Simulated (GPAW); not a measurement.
Runs of GPAW 26.7.0 on CdS (Greenockite). Symmetry: P6_3mc, No. 186, hexagonal system. Conventional cell: a = 4.150 Å, b = 4.150 Å, c = 6.737 Å, α = 90.00°, β = 90.00°, γ = 120.00°. Cd (site symmetry 3m) has 4 S at 2.53 to 2.54 Å as nearest neighbours. S (site symmetry 3m) is surrounded by 4 Cd at 2.53 to 2.54 Å. 

| task | level | potentials or basis | cell | k mesh | cutoff (eV) | smearing | maxiter | band path | band points | response ecut | response k mesh | gap on the mesh (eV) | pressure (GPa) | largest force (eV/Å) |
| --- | --- | --- | --- | --- | --- | --- | --- | --- | --- | --- | --- | --- | --- | --- |
| single point | PBE | GPAW PAW data sets (gpaw-data 1.2.1), pw | P6_3mc, 25.12 Å³/atom | 7 × 7 × 4 | 600 | gaussian 0.025 eV | 150 | - | - | - | - | 1.18 | 1.8 | 0.07 |
| band structure | PBE | GPAW PAW data sets (gpaw-data 1.2.1), pw | P6_3mc, 25.12 Å³/atom | 7 × 7 × 4 | 600 | fermi-dirac 0.05 eV | 150 | GMKGALHA,LM,KH | 60 | - | - | 1.18 | 1.8 | 0.07 |
| band structure | LDA | the program's PAW data sets (release 1.2.1) made for this functional, pw | P6_3mc, 25.12 Å³/atom | 7 × 7 × 4 | 600 | fermi-dirac 0.05 eV | 150 | GMKGALHA,LM,KH | 80 | - | - | 0.89 | -3.3 | 0.06 |
| single point | PBE | GPAW PAW data sets (gpaw-data 1.2.1), pw | P6_3mc, 25.12 Å³/atom | 7 × 7 × 4 | 600 | gaussian 0.015 eV | 150 | - | - | - | - | 1.18 | 1.8 | 0.07 |
| dielectric tensor | AM05 | PAW data sets generated in the run's folder for this functional, pw | P6_3mc, 25.12 Å³/atom | 6 × 6 × 3 | 450 | fermi-dirac 0.001 eV | 150 | - | - | 80 eV | 12 × 12 × 6 | 1.16 | - | - |
| band structure | BLYP | PAW data sets generated in the run's folder for this functional, pw | P6_3mc, 25.12 Å³/atom | 7 × 7 × 4 | 600 | fermi-dirac 0.05 eV | 150 | GMKGALHA,LM,KH | 100 | - | - | 1.12 | 5.0 | 0.07 |
| dielectric tensor | PBE | GPAW PAW data sets (gpaw-data 1.2.1), pw | P6_3mc, 25.12 Å³/atom | 6 × 6 × 3 | 450 | fermi-dirac 0.001 eV | 150 | - | - | 80 eV | 12 × 12 × 6 | 1.18 | - | - |
| dielectric tensor | LDA | the program's PAW data sets (release 1.2.1) made for this functional, pw | P6_3mc, 25.12 Å³/atom | 6 × 6 × 3 | 450 | fermi-dirac 0.001 eV | 150 | - | - | 80 eV | 9 × 9 × 5 | 0.89 | - | - |
| single point | PBE | GPAW PAW data sets (gpaw-data 1.2.1), pw | P6_3mc, 25.12 Å³/atom | 6 × 6 × 3 | 450 | fermi-dirac 0.05 eV | 120 | - | - | - | - | 1.18 | (a) | 0.07 |
| dielectric tensor | PBE | GPAW PAW data sets (gpaw-data 1.2.1), pw | P6_3mc, 25.5 Å³/atom | 6 × 6 × 3 | 450 | fermi-dirac 0.001 eV | 150 | - | - | 80 eV | 12 × 12 × 6 | 1.12 | - | - |
| dielectric tensor | AM05 | PAW data sets generated in the run's folder for this functional, pw | P6_3mc, 25.12 Å³/atom | 6 × 6 × 3 | 450 | fermi-dirac 0.001 eV | 150 | - | - | 80 eV | 9 × 9 × 5 | 1.16 | - | - |

Alike in all rows: no spin polarisation.

**Question.** Fill in the values left out.

**Answer.** (a) 1.0.

Caveats: the long-wavelength limit can be off by several per cent where d states take part (some runs); an odd mesh through Γ misses points on the zone boundary, where band edges often lie (some runs); the cutoff is short for stress and forces, so pressures can be off by a GPa or more (some runs).

A k mesh can miss the band edges, and the runs leave out spin-orbit coupling on Cd.
